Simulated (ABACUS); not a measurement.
Crystal: GaSb.

```xyz
2
Lattice="0.0000 3.0590 3.0590 3.0590 0.0000 3.0590 3.0590 3.0590 0.0000" Properties=species:S:1:pos:R:3 pbc="T T T"
Sb    1.5295    1.5295    1.5295
Ga    0.0000    0.0000    0.0000
```

* Program: ABACUS 3.10.1
* Task: relaxation of cell and atoms
* Functional: SCAN
* Potentials or basis: SG15 ONCV 1.2 PBE
* Cutoff: 1279 eV
* Density cutoff: 5116 eV
* Basis: plane waves
* k mesh: 5 × 5 × 5
* Occupations: fermi-dirac, width 0.05 eV
* Spin: no spin polarisation

At the start: pressure -2.5 GPa; volume 28.62 Å³/atom.

**Question.** How do energy, volume and symmetry change on relaxing?

**Answer.** Over 3 steps the energy falls by 2.2 meV/atom and the volume is 27.28 Å³/atom (-4.7 %); space group F-43m (No. 216, to 0.05 Å).

The path:
```csv
step,energy change (eV),largest force (eV/Å),pressure (GPa),volume (Å³)
1,0.0000,0.0000,-2.47,57.25
2,-0.0068,0.0000,-2.00,56.71
3,-0.0043,0.0000,-0.07,54.57
```

Final structure:
```yaml
crystal:
  lattice:
    - [0.00000, 3.01050, 3.01050]
    - [3.01050, 0.00000, 3.01050]
    - [3.01050, 3.01050, 0.00000]
  atoms:
    - { symbol: Sb, position: [0.25000, 0.25000, 0.25000] }
    - { symbol: Ga, position: [0.00000, 0.00000, 0.00000] }
```

Caveat: the potentials were made for another functional, which shifts forces and pressure.
